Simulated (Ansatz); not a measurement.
CaO:

```
Ca O
1.0
     0.00000    2.40356    2.40356
     2.40356    0.00000    2.40356
     2.40356    2.40356    0.00000
Ca O
1 1
Direct
  0.00000 0.00000 0.00000
  0.50000 0.50000 0.50000
```

The cell is a database's computed one.

Program: Ansatz 0.2.0. Alike in all runs: task band structure; potentials or basis all-electron LAPW, scalar-relativistic; no spin polarisation; cell as given; k mesh 10 × 10 × 10; smearing fermi-dirac 0.05 eV; basis error allowed 0.001 eV/atom.

**Question.** Order these runs on this cell by their pressure, lowest first.
A. level LDA; cutoff (eV) 245
B. level PBEsol; cutoff (eV) 246
C. level RPBE; cutoff (eV) 246

**Answer.** A (-7.0 GPa), B (-2.7 GPa), C (5.4 GPa).

Runs at the PBE level aren't shown here.
